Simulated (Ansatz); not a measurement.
# CoO in Ansatz: the effect of fixed moment

Crystal: CoO.

```xyz
2
Lattice="-1.5080 1.5080 2.1072 1.5080 -1.5080 2.1072 1.5080 1.5080 -2.1072" Properties=species:S:1:pos:R:3 pbc="T T T"
Co    0.0000    0.0000    0.0000
O     0.0000    0.0000    2.1072
```

Alike in all runs:

- Program: Ansatz 0.2.0
- Task: single point
- Functional: PBE
- Potentials or basis: Ansatz PAW
- Cutoff: 420 eV (not typed: the program's choice for these potentials)
- k mesh: 10 × 10 × 10
- Occupations: fermi-dirac, width 0.05 eV

```tsv
fixed moment	spin	starting moments	energy over the lowest run (meV/atom)	pressure (GPa)
0	collinear spin, program default start	-	238.9	-18.0
0.5	collinear spin, ferromagnetic start	[0.5, 0.0] μB	209.6	-17.0
1	collinear spin, ferromagnetic start	[1.0, 0.0] μB	147.6	-13.9
1.5	collinear spin, ferromagnetic start	[1.5, 0.0] μB	100.9	-10.9
2	collinear spin, ferromagnetic start	[2.0, 0.0] μB	49.2	-7.5
2.5	collinear spin, ferromagnetic start	[2.5, 0.0] μB	13.8	-3.7
3	collinear spin, ferromagnetic start	[3.0, 0.0] μB	0.0	0.8
4	collinear spin, ferromagnetic start	[4.0, 0.0] μB	?	?
```

**Question.** What does the run with fixed moment 4 give?

**Answer.** Energy over the lowest run 1288.6 meV/atom; pressure 24.6 GPa.

Worked out: A parabola through the other rows of the energy over the lowest run, of slope -38.5 meV/atom per unit of fixed moment there, extrapolates to -56.8 meV/atom, against the run's 1288.6. The fit is too stiff a form for this range. A parabola through the other rows of the pressure, of slope 11.6 GPa per unit of fixed moment there, extrapolates to 11.4 GPa, against the run's 24.6. The fit is too stiff a form for this range.

Caveats: the total moment is fixed, so each spin has its own Fermi level; the thresholds are loose for stress; a cell with one magnetic atom can't hold antiferromagnetic order, which such compounds often take (some runs).
